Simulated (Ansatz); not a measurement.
Crystal: HfO2.

```
CELL_PARAMETERS angstrom
0.00000 2.55750 2.55750
2.55750 0.00000 2.55750
2.55750 2.55750 0.00000
ATOMIC_POSITIONS crystal
Hf 0.00000 0.00000 0.00000
O 0.75000 0.75000 0.75000
O 0.25000 0.25000 0.25000
```

Measurements of this composition are mostly on another form, of space group No. 14.

| Property | Result |
| --- | --- |
| Program | Ansatz 0.2.0 |
| Task | relaxation of cell and atoms |
| Functional | HSE06 |
| Potentials or basis | Ansatz PAW |
| Cutoff | 420 eV (not typed: the program's choice for these potentials) |
| k mesh | 6 × 6 × 6 |
| Occupations | fermi-dirac, width 0.05 eV |
| Spin | no spin polarisation |

At the start: volume 11.15 Å³/atom.

Q: Where does the relaxation end?

A: It ends after 7 steps and the volume is 10.77 Å³/atom (-3.4 %); space group Fm-3m (No. 225, to 0.05 Å).

Step by step:
| step | energy change (eV) | largest force (eV/Å) | volume (Å³) |
| --- | --- | --- | --- |
| 1 | 0.0000 | 0.0000 | 33.46 |
| 2 | -0.0346 | 0.0000 | 32.02 |
| 3 | -0.0359 | 0.0000 | 32.36 |
| 4 | -0.0360 | 0.0000 | 32.34 |
| 5 | -0.0321 | 0.0000 | 32.34 |
| 6 | -0.0322 | 0.0000 | 32.31 |
| 7 | -0.0319 | 0.0000 | 32.31 |

Final structure:
```
Hf O
1.0
     0.00000    2.52808    2.52808
     2.52808    0.00000    2.52808
     2.52808    2.52808    0.00000
Hf O
1 2
Cartesian
  0.0000 0.0000 0.0000
  3.7921 3.7921 3.7921
  1.2640 1.2640 1.2640
```

Caveat: the plane-wave basis is chosen anew once the cell has moved, so the energies of steps on either side of that aren't comparable; the pressure holds a Pulay correction of +0.7 GPa for the finite cutoff; the PAW data sets come from PBE, with cores solved anew for the run's functional, which leaves a small shift of forces and pressure.
